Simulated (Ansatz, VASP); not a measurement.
Au: VASP beside Ansatz

File INCAR:

```
  PREC = Accurate
  ENCUT = 600
  EDIFF = 1E-6
  ISMEAR = 0
  SIGMA = 0.1
  LREAL = F
  LASPH = T
  NELM = 100
  ALGO = Normal
  ISIF = 3
  LWAVE = F
  LCHARG = F
  GGA = PE
  IBRION = 2
  NSW = 100
  EDIFFG = -0.01
```

KPOINTS

```
Automatic mesh
0
Gamma
  12 12 12
```

POSCAR

```
Au
1.0
    3.9770343302      0.0000000000      0.0000000000
    0.0000000000      3.9770343302      0.0000000000
    0.0000000000      0.0000000000      3.9770343302
Au
3
Direct
    0.5000000000      0.0000000000      0.0000000000
    0.0000000000      0.5000000000      0.0000000000
    0.0000000000      0.0000000000      0.5000000000
```

Input for Ansatz:

```yaml
crystal:
  lattice:
    - [3.9770343302, 0.0, 0.0]
    - [0.0, 3.9770343302, 0.0]
    - [0.0, 0.0, 3.9770343302]
  atoms:
    - { symbol: Au, position: [0.5, 0.0, 0.0] }
    - { symbol: Au, position: [0.0, 0.5, 0.0] }
    - { symbol: Au, position: [0.0, 0.0, 0.5] }
basis:
  ecutwfc: 420
kpoints:
  mp_grid: { grid: [12, 12, 12] }
hamiltonian:
  xc: pbe
scf:
  occupations: { method: gaussian, width: 0.1 }
output:
  forces: true
  stress: true
  eigenvalues: true
  write_density: true
  write_potential: true
  elf: true
  volumetric_format: npy
relax:
  adjacent_minimum: "off"
  f_tol: 0.01
  max_steps: 80
  cell: { stress_tol: 0.05 }
```

Alike in both runs: task relaxation of cell and atoms; functional PBE; k mesh 12 × 12 × 12; occupations gaussian, width 0.1 eV; no spin polarisation.

```csv
,VASP,Ansatz
version,VASP 6.6.1,Ansatz 0.2.0
potentials or method,"VASP PAW PBE potentials, release 64 (Au)","scalar-relativistic, plane waves, PAW"
plane-wave cutoff (eV),600,420
valence electrons in the cell,33,57
```

```tsv
	VASP	Ansatz	Ansatz less VASP
gap on the k mesh at the Fermi level, each at its own relaxed structure (eV)	none	none	-
relaxed volume (Å³/atom)	21.02	21.05	+0.025
relaxed cell length with the largest relative difference (Å)	3.980	3.982	+0.0016
```

A gap of «none» marks a metal or a gap that the smearing closes. The two sets of potentials don't hold the same shells in valence.

The runs have no spin-orbit coupling, so splittings on Au are missing.
